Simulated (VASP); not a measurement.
A run of VASP 6.6.1 is set up as follows.

The input POSCAR:

```
Cu
1.0
    4.2199435286      0.0000000000      0.0000000000
   -2.1099717643      3.6545782983      0.0000000000
    0.0000000000      0.0000000000      2.5870088588
Cu
3
Direct
    0.0000000000      0.0000000000      0.0000000000
    0.3333333333      0.6666666667      0.5000000000
    0.6666666667      0.3333333333      0.5000000000
```

The input INCAR.step1:

```
ALGO = Normal
EDIFF = 1E-4
ENCUT = 600
GGA = PE
ISMEAR = 0
LASPH = T
LCHARG = F
LREAL = F
LWAVE = T
NELM = 100
PREC = Accurate
SIGMA = 0.1
```

File INCAR.step2:

```
ALGO = Normal
EDIFF = 1E-6
EDIFFG = -0.04
ENCUT = 600
IBRION = 2
ISIF = 3
ISMEAR = 0
ISTART = 1
LASPH = T
LCHARG = F
LMIXTAU = T
LREAL = F
LWAVE = F
METAGGA = R2SCAN
NELM = 100
NSW = 90
PREC = Accurate
SIGMA = 0.1
```

The input KPOINTS:

```
k-points
0
Gamma
  6 6 6
```

Potentials or basis: VASP PAW PBE potentials, release 64 (Cu).

The run is started by

```sh
$ cat potpaw_PBE.64/Cu/POTCAR > POTCAR
$ cp INCAR.step1 INCAR
$ mpirun -np 1 vasp_std > vasp.out
$ cp INCAR.step2 INCAR
$ mpirun -np 1 vasp_std > vasp.out
```

(1) Estimate the band gap on the k mesh.

(2) Predict the relaxed cell.

## Answers

(1) none (metal or under the smearing width).

(2) a = 4.101 Å, b = 4.101 Å, c = 2.418 Å, α = 90.00°, β = 90.00°, γ = 120.00°.

Caveat: the k mesh is coarse (spacing up to 0.40 Å⁻¹), so the values aren't converged.
